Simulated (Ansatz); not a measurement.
## Re: energy less free atoms and pressure as volume per atom varies

Periodic Kohn-Sham DFT of a crystal at fixed atoms; pressure and stress are positive in compression; the energy is the free energy less that of spherical unpolarised free atoms; site moments are those in the method's own spheres, positive along +z. The results are calculated, by Ansatz 0.2.0.

Cell of the first row (space group P6_3/mmc, No. 194):
```
Re
1.0
      2.5677     0.0000     0.0000
     -1.2839     2.2237     0.0000
      0.0000     0.0000     4.1057
Re
2
Direct
  0.33333 0.66667 0.25000
  0.66667 0.33333 0.75000
```

Settings of every row: method all-electron LAPW; functional PBE; relativity scalar; k mesh 18x18x10; filling fermi-dirac; smearing width 0.05 eV; basis error target 0.25 meV/atom; nucleus gaussian.

Atom start moment: 0 on all atoms.

Limits: all rows lie far from zero pressure; cell far from its zero-pressure volume; no spin-orbit coupling on heavy atoms.

```
row  volume per atom (Å³)  energy less free atoms (eV/atom)  pressure (GPa)
  1                11.722                          -10.3221         149.327
  2                11.966                                 ?               ?
  3                 12.21                          -10.7221         114.219
  4                12.454                          -10.8844          98.882
  5                12.698                          -11.0242          84.833
```

Question: what energy less free atoms and pressure should row 2 give?

Worked fit of energy less free atoms. Take u = (V_r/V)^(2/3) − 1 with V_r = 12.332 Å³ an atom, which is twice the finite (Eulerian) strain; such expansions in the strain, on which the Birch-Murnaghan equation of state is built, carry the rest volume and the bulk modulus. The shown rows have u = 0.0344, 0.00665, -0.00654, -0.01931. Least squares give energy less free atoms = −10.80617 + 12.2916 × u + 51.755 × u² eV/atom; a straight line predicts inner rows, each left out in turn, worse (root mean square 0.023 against 0.00012 eV/atom). The rows lie off it by 0.0000, 0.0000, -0.0001, 0.0000. The withheld row has u = 0.02029, so the fit gives −10.80617 + 12.2916 × (0.02029) + 51.755 × (0.02029)² = -10.5355 eV/atom.

The calculation gave -10.5355 eV/atom. The fit meets it to the printed digit.

Worked fit of pressure. Take u = (V_r/V)^(2/3) − 1 with V_r = 12.332 Å³ an atom, which is twice the finite (Eulerian) strain; such expansions in the strain, on which the Birch-Murnaghan equation of state is built, carry the rest volume and the bulk modulus. The shown rows have u = 0.0344, 0.00665, -0.00654, -0.01931. Least squares give pressure = 106.378 + 1163.383 × u + 2474.21 × u² GPa; a straight line predicts inner rows, each left out in turn, worse (root mean square 1.1 against 0.014 GPa). The rows lie off it by 0.001, -0.005, 0.007, -0.003 (root mean square 0.0046 GPa). The withheld row has u = 0.02029, so the fit gives 106.378 + 1163.383 × (0.02029) + 2474.21 × (0.02029)² = 131.002 GPa.

The calculation gave 130.979 GPa. The fit lies 0.023 GPa (0.036 % of the column's range) above it; its largest miss of a shown row is 0.007 GPa.
